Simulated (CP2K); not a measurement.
## Sn under changes of volume

One of the cells (33.803 Å³/atom); the others are scaled copies at fixed shape and fractional positions:

```
Sn
1.0
     4.57264    0.00000    0.00000
     2.28632    3.96002    0.00000
     2.28632    1.32001    3.73354
Sn
2
Direct
  0.75000 0.75000 0.75000
  0.50000 0.50000 0.50000
```

This isn't the form of Sn at room conditions, which is tetragonal (white tin).

* Program: CP2K 2026.2
* Functional: r2SCAN
* Potentials or basis: POTENTIAL_UZH Sn GTH-SCAN-q4; TZVP-MOLOPT-SCAN-GTH basis
* Density cutoff: 9184 eV
* k mesh: 7 × 7 × 7
* Occupations: fermi-dirac, width 0.01 eV
* Spin: no spin polarisation

| volume (Å³/atom) | energy over the lowest point (meV/atom) | pressure (GPa) | gap on the mesh (eV) |
| --- | --- | --- | --- |
| 31.775 | 9.12 | 2.2 | 0.46 |
| 32.451 | 2.32 | 1.1 | 0.37 |
| 33.127 | 0.00 | 0.1 | 0.19 |
| 33.803 | 1.71 | -0.8 | none |
| 34.479 | 6.45 | -1.5 | none |
| 35.155 | 14.39 | -2.2 | none |
| 35.831 | ? | ? | ? |

Q: What does the run at 35.831 Å³/atom give?

A: Energy over the lowest point 25.16 meV/atom; pressure -2.9 GPa; gap on the mesh none.

Worked out: A Birch-Murnaghan fit of order 3 (a polynomial in V^(-2/3)) to the other rows has its minimum at 33.17 Å³/atom with B0 = V·E''(V) = 45 GPa and B' = 6.1. It gives 24.69 meV/atom at 35.831 Å³/atom, against the run's 25.16, and -dE/dV = -2.7 GPa, against -2.9.

Energies are extrapolated to zero smearing.

Caveats: the basis of atomic orbitals isn't converged, which shifts pressures, moduli and gaps; spin-orbit coupling is left out, which moves the levels of the heavy elements (some runs); an odd mesh through Γ misses points on the zone boundary, where band edges often lie (some runs).

A gap of «none» marks a metal or a gap under the smearing width.
